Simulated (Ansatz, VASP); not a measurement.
**One calculation of Cu, two programs**

INCAR

```
SYSTEM = Cu
PREC = Accurate
ENCUT = 520
EDIFF = 1E-6
ISMEAR = 0
SIGMA = 0.1
LREAL = .FALSE.
LASPH = .TRUE.
NELM = 60
ALGO = Normal
ISIF = 2
LWAVE = .FALSE.
LCHARG = .FALSE.
GGA = PS
NBANDS = 12
```

The input KPOINTS:

```
Automatic mesh
0
G
  8 8 8
  0 0 0
```

Contents of POSCAR:

```
Cu
1.0
   -1.4427933200      1.4427933200      1.3760814500
    1.4427933200     -1.4427933200      1.3760814500
    1.4427933200      1.4427933200     -1.3760814500
Cu
1
Direct
    0.0000000000      0.0000000000      0.0000000000
```

Input for Ansatz:

```yaml
crystal:
  lattice:
    - [-1.44279332, 1.44279332, 1.37608145]
    - [1.44279332, -1.44279332, 1.37608145]
    - [1.44279332, 1.44279332, -1.37608145]
  atoms:
    - { symbol: Cu, position: [0.0, 0.0, 0.0] }
basis:
  ecutwfc: 420
kpoints:
  mp_grid: { grid: [8, 8, 8] }
hamiltonian:
  xc: pbesol
scf:
  occupations: { method: gaussian, width: 0.1 }
output:
  forces: true
  stress: true
  eigenvalues: true
```

This isn't the form of Cu at room conditions, which is fcc.

Alike in both runs: task single point; functional PBEsol; k mesh 8 × 8 × 8; occupations gaussian, width 0.1 eV; no spin polarisation.

```csv
,VASP,Ansatz
version,VASP 6.6.1,Ansatz 0.2.0
potentials or method,"VASP PAW PBE potentials, release 64 (Cu)","scalar-relativistic, plane waves, PAW"
plane-wave cutoff (eV),520,420
valence electrons in the cell,11,19
```

```csv
,VASP,Ansatz,Ansatz less VASP
gap on the k mesh at the Fermi level (eV),none,none,-
pressure (GPa),-0.5,-1.2,-0.78
largest component of the traceless stress (GPa),0.28,0.31,+0.033
```

A gap of «none» marks a metal or a gap that the smearing closes. The two sets of potentials don't hold the same shells in valence.

Caveats: the k mesh is coarse (spacing up to 0.39 Å⁻¹), so the values aren't converged; the PAW data sets were made with another functional, which shifts forces and pressure a little (VASP).
